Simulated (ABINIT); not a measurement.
BaZrO3:

```
Ba Zr O
1.0
     4.19134    0.00000    0.00000
     0.00000    4.19134    0.00000
     0.00000    0.00000    4.19134
Ba Zr O
1 1 3
Cartesian
  0.0000 0.0000 0.0000
  2.0957 2.0957 2.0957
  2.0957 2.0957 0.0000
  2.0957 0.0000 2.0957
  0.0000 2.0957 2.0957
```

Program: ABINIT 10.8.3 (patched build). Alike in all runs: no spin polarisation; cell as given; smearing fermi-dirac 0.05 eV.

Task: Order these runs on this cell by their pressure, lowest first.
A. level LDA; potentials or basis JTH PAW LDA v2.0; k mesh 2 × 2 × 2; cutoff (eV) 626; fine-grid cutoff 1224.51 eV; mesh quality coarse
B. level PBEsol; potentials or basis JTH PAW PBE v2.0; k mesh 6 × 6 × 6; cutoff (eV) 626; fine-grid cutoff 1224.51 eV; mesh quality not flagged
C. level LDA; potentials or basis JTH PAW LDA v2.0; k mesh 4 × 4 × 4; cutoff (eV) 626; fine-grid cutoff 1224.51 eV; mesh quality not flagged
D. level r2SCAN; potentials or basis JTH PAW PBE v2.0; k mesh 2 × 2 × 2; cutoff (eV) 762; fine-grid cutoff 1360.57 eV; mesh quality coarse
E. level BLYP; potentials or basis JTH PAW PBE v2.0; k mesh 6 × 6 × 6; cutoff (eV) 626; fine-grid cutoff 1224.51 eV; mesh quality not flagged

Result: C (-4.7 GPa), A (-3.0 GPa), B (-0.8 GPa), D (3.5 GPa), E (9.3 GPa).

Caveats: some runs use coarse meshes; this set's barium file shifts pressures by 1.5 GPa and gaps by 0.1 eV against other sets; the PAW data sets were made with another functional, which shifts forces and pressure a little (some runs).

Runs at the PBE level aren't shown here.
